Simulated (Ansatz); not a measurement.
## Clamped-ion strain scan in Ti

Computed with DFT PBE, scalar-relativistic, plane waves, PAW in Ansatz 0.2.0. The runs took a 420 eV cutoff, a Γ-centred 18×18×10 mesh and Gaussian smearing (0.15 eV). No spin polarisation. Energies are free energies at this smearing, counted from the undisturbed cell; pressure is positive in compression.

The starting cell (as given, not relaxed at this level; it stands at -1.6 GPa):

```
Ti
1.0
     2.95000    0.00000    0.00000
    -1.47500    2.55477    0.00000
     0.00000    0.00000    4.68600
Ti
2
Direct
  0.33333 0.66667 0.25000
  0.66667 0.33333 0.75000
```

The cell is strained by ε times the Voigt pattern (0, 0, 0, 0, 1, 0) (xx, yy, zz, yz, xz, xy; engineering shear) with fractional coordinates fixed. The cell is metallic on the mesh throughout.

| ε | ΔE (meV/atom) | stress summed along the pattern (GPa, tension positive) | pressure (GPa) |
| --- | --- | --- | --- |
| -0.0200 | 0.9 | -0.83 | -1.6 |
| -0.0100 | 0.2 | -0.42 | -1.6 |
| 0.0000 | 0.0 | 0.00 | -1.6 |
| 0.0025 | 0.0 | ? | -1.6 |
| 0.0050 | 0.1 | 0.21 | -1.6 |
| 0.0075 | 0.1 | 0.31 | -1.6 |
| 0.0125 | 0.4 | 0.52 | -1.6 |
| 0.0150 | 0.5 | 0.62 | -1.6 |
| 0.0175 | 0.7 | ? | -1.6 |

By symmetry 0.0200 repeats -0.0200, -0.0150 repeats 0.0150, 0.0100 repeats -0.0100, -0.0050 repeats 0.0050 in energy, with the opposite slope along the path.

(1) Give the withheld values.

Answers

(1) stress summed along the pattern (GPa, tension positive) at ε = 0.0025: 0.10; stress summed along the pattern (GPa, tension positive) at ε = 0.0175: 0.73.